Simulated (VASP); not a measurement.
Input of a VASP 6.6.1 run:

File INCAR:

```
SYSTEM = BN
ALGO = Fast
EDIFF = 1E-7
EDIFFG = -0.005
ENCUT = 600
GGA = PS
IBRION = 2
ISIF = 3
ISMEAR = 0
LASPH = .True.
LCHARG = .False.
LREAL = .False.
LWAVE = .False.
NELM = 100
NSW = 90
PREC = Accurate
SIGMA = 0.02
```

File KPOINTS:

```
k-points
0
Gamma
  4 4 4
  0 0 0
```

File POSCAR:

```
BN
1.0
    0.0000000000      3.4953158300      2.1660912400
    1.2516321000      0.0000000000      2.1660912400
    1.2516321000      3.4953158300      0.0000000000
B N
1 1
Direct
    0.0000486500      0.0000486500      0.9999513500
    0.6666513400      0.6666513400      0.3333486600
```

Potentials or basis: VASP PAW PBE potentials, release 64 (B, N).

Run with:

```console
$ cat potpaw_PBE.64/B/POTCAR potpaw_PBE.64/N/POTCAR > POTCAR
$ mpirun -np 1 vasp_std > vasp.out
```

**Question.** Predict the relaxed volume.

**Answer.** 9.49 Å³/atom.

**Question.** Estimate the relaxed cell.

**Answer.** a = 4.113 Å, b = 2.504 Å, c = 3.712 Å, α = 80.28°, β = 36.88°, γ = 62.84°.

**Question.** Predict the space group after relaxing (to 0.05 Å).

**Answer.** Fmm2 (No. 42).

Forces on the atoms (eV/Å):
```
B    0.000  0.000  0.003
N    0.000  0.000 -0.003
```

Caveat: the k mesh is coarse (spacing up to 0.76 Å⁻¹), so the values aren't converged; the PAW data sets were made with another functional, which shifts forces and pressure a little.
